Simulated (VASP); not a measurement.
Crystal: Te.

```
CELL_PARAMETERS angstrom
2.30590 1.33131 1.69095
-2.30590 1.33131 1.69095
0.00000 -2.66263 1.69095
ATOMIC_POSITIONS crystal
Te 0.50000 0.50000 0.50000
```

This isn't the form of Te at room conditions, which is trigonal, of chains.

Base run:

```yaml
Program: VASP 6.6.1
Functional: SCAN
Potentials_or_basis: VASP PAW PBE potentials, release 64 (Te)
Cutoff: 520 eV
k_mesh: 9 × 9 × 9
Occupations: fermi-dirac, width 0.05 eV
Spin: no spin polarisation
```

Its results: pressure 0.2 GPa.

Q: The run is repeated on the same cell with these changes: functional from SCAN to rSCAN; further incar settings from ALGO = Normal; EDIFF = 1e-07 to ALGO = Normal; EDIFF = 1e-06. What comes out?

A: Pressure 2.4 GPa.

Caveats: the PAW data sets were made with another functional, which shifts forces and pressure a little.
